**Q:** I need the lattice constant of CdTe to judge how well it fits a substrate. The same crystal comes out at a different size with each density functional. Can one see why, well enough to forecast the row whose result is still covered?

Plane-wave PAW DFT with GPAW 26.7.0 for cubic CdTe (F-43m, two-atom primitive cell), without spin polarisation, spin–orbit coupling or an added dispersion correction. All runs use a 7 × 7 × 7 k mesh and Fermi–Dirac smearing of 0.05 eV. Volume changes are relative to the starting cell, and a is the edge of the primitive cell.

| functional | potentials | wave cutoff | volume change (%) | relaxed length a (Å) |
| --- | --- | --- | --- | --- |
| LDA | GPAW-PAW-data-sets-(gpaw-data-1.2.1) | 600 eV | -1.000 | 4.518 |
| PBE | GPAW-PAW-data-sets-(gpaw-data-1.2.1) | 600 eV | 9.280 | 4.669 |
| PBEsol | PAW-data-sets-made-by gpaw-setup-for-the-functional | 600 eV | 2.750 | 4.574 |
| revPBE | GPAW-PAW-data-sets-(gpaw-data-1.2.1) | 600 eV | -7.290 | 4.420 |
| RPBE | GPAW-PAW-data-sets-(gpaw-data-1.2.1) | 600 eV | 14.430 | 4.741 |
| BLYP | PAW-data-sets-made-by gpaw-setup-for-the-functional | 600 eV | 9.750 | 4.675 |
| OLYP | PAW-data-sets-made-by gpaw-setup-for-the-functional | 510 eV | 14.970 | 4.748 |
| optB88-vdW | GPAW-PAW-data-sets-(gpaw-data 1.2.1),-other-valence | 510 eV | ? | ? |

**A:** We can try, but two rows must first be set apart. revPBE was relaxed under an applied pressure of 10 GPa and BLYP under 2 GPa. The shrunken revPBE cell is therefore a squeezed crystal. The other visible rows ended close to zero pressure, and there the volume grows from LDA through PBEsol and PBE to RPBE, with OLYP beside RPBE. The OLYP cell was relaxed at 600 eV; the 510 eV in the table belongs to a later vibration run.

**Q:** So LDA, at −1%, is nearly right?

**A:** The volume change counts from the starting cell, whose cubic edge of 6.41 Å is itself a little shorter than the measured one, roughly 6.5 Å. The relaxed lengths belong to the primitive cell; times $\sqrt2$ they give cubic edges of 6.39 Å for LDA and 6.47 Å for PBEsol, so LDA falls short of the measured edge by more than its −1% suggests. For your substrate the spread matters more: the RPBE edge is 4.9% longer than the LDA edge. A mismatch computed with one functional for the film and another for the substrate could be mostly an artefact of that choice.

**Q:** What makes PBE swell the crystal more than PBEsol does?

**A:** Look at what happens to the electrons when the atoms move apart. The density $n$ between them thins out, and its relative variation grows. The measure of this is the reduced gradient $s=|\nabla n|/[2(3\pi^2)^{1/3}n^{4/3}]$. A gradient functional multiplies the local exchange energy, which is negative, by a factor $F(s)$ that rises with $s$. Expansion then earns extra exchange energy, and the steeper the rise of $F$, the larger the reward.

The crystal stops growing when the elastic cost balances this reward. CdTe is soft. Functionals like PBE give it a bulk modulus of roughly 30 to 35 GPa (a recalled value, somewhat below the measured one), so an outward push of about 2 GPa is enough to explain the 6.5 points in volume between PBEsol and PBE. In a stiffer crystal the same push would move the atoms less.

**Q:** Can you put a number on "steeper"?

**A:** Take the rise of $F$ between $s=0$ and $s=2$, roughly the range met between atoms in a solid, and call it $\Delta F$. PBE and PBEsol share one formula,

$$\Delta F=\frac{4\mu}{1+4\mu/\kappa},\qquad \kappa\approx0.80 .$$

Here $\mu$ sets how fast $F$ starts to rise and $\kappa$ where it levels off. With $\mu\approx0.22$ PBE gets 0.42; with $\mu\approx0.12$ PBEsol gets 0.30. RPBE starts like PBE and has the same ceiling, but climbs towards it faster, and reaches 0.53.

A least-squares line through these three rows gives

$$\text{volume change in \%}\approx-12.1+50.0\,\Delta F .$$

An extra 0.1 in $\Delta F$ thus goes with about 5% more volume. Three points can hardly test a line with two constants. The upper limit $s=2$ is my choice, and a line built on the rise to $s=1$ scatters about four times as much. PBEsol also has a weaker gradient term in its correlation and uses different PAW data sets, so the three rows don't differ in exchange alone. That exchange drives the order is an argument from the formulas, which the line agrees with but does not prove.

**Q:** Does any row outside the fit support it?

**A:** revPBE does, once the pressure $P$ is taken off. For a bulk modulus $B$ with pressure derivative $B'$, the Murnaghan equation gives $V_0=V(1+B'P/B)^{1/B'}$. With the rough modulus above and $B'\approx4.7$, the free crystal would lie 11 to 13% above the starting volume. The line gives 13%. The correction is about 20 points and rests on recalled values of $B$ and $B'$, so the support is rough: revPBE lands between PBE and RPBE, as its exchange suggests.

**Q:** And where does the line fail?

**A:** At LDA, badly. LDA has no rise at all, so the line would put it at −12%, while the calculation gives −1%. The likely reason is correlation. In the three fitted functionals correlation also depends on the gradient: it weakens as $s$ grows, which works against expansion. LDA lacks both the outward and the inward effect, and the table has no row with only one of them.

BLYP misses as well, perhaps because its correlation is of another kind. Brought to zero pressure in the same way, it comes out near 16%, where the line gives 11%. OLYP has the same correlation and falls within a point of the line, but that agreement hangs on the choice of $s$. Its exchange factor stays almost flat at small $s$ and climbs late, and the line built on the rise to $s=1$ gives it about 3% against the computed 15%. So I can't offer one fixed correction.

**Q:** Then what do you forecast for optB88-vdW?

**A:** Its exchange has another formula, but the same step works. With $\mu\approx0.22$ and $\beta=\mu/1.2$,

$$\Delta F=\frac{4\mu}{1+2\beta\,\mathrm{arcsinh}(15.6)}=\frac{0.88}{1+0.367\times3.44}\approx0.389 .$$

The line then gives $-12.1+50.0\times0.389\approx7.4$. So I expect a volume change of +7.4%, between PBEsol and PBE and nearer PBE.

**Q:** How sure are you?

**A:** My range is +4 to +11%. It is a judgement, wider than the scatter of the line, because this functional replaces gradient correlation by a non-local one whose net effect the visible rows don't reveal. The forecast also assumes that the cell was relaxed near zero pressure. A hidden pressure, or the different valence of the data sets in this row, could spoil it.

The withheld rows as computed:

| functional | potentials | wave cutoff | volume change (%) | relaxed length a (Å) |
| --- | --- | --- | --- | --- |
| optB88-vdW | GPAW-PAW-data-sets-(gpaw-data 1.2.1),-other-valence | 510 eV | 0.000 | 4.533 |

**Q:** Zero! That is far outside your range.

**A:** It is, by 7.4 points below the central value, and as a forecast of the printed number it failed. But look at the relaxed length: 4.533 Å is the edge of the primitive cell from which the calculations started. A free relaxation that ends on its starting point to every printed digit would be a strange coincidence. The record of the run gives the reason: it was a vibration calculation that relaxed only the atomic positions and kept the given cell.

**Q:** Then what would test the forecast?

**A:** A relaxation of the cell would, or the stress in the fixed cell, which this run does not report. If my forecast is sound, the crystal should be pushing outward with roughly 2 to 3 GPa. A stress near zero would mean that optB88-vdW, with these data sets, really prefers the starting volume, and then my argument would be wrong for this functional.

**Q:** So the mechanism has been neither confirmed nor refuted?

**A:** Not by this row. I had allowed for a hidden pressure and for a different valence, but not for a cell that had not moved. For your substrate, this length is the input cell and no optB88-vdW lattice constant; getting one needs a relaxation of the cell. The revPBE and BLYP lengths are no use either, since they belong to crystals under 10 and 2 GPa.
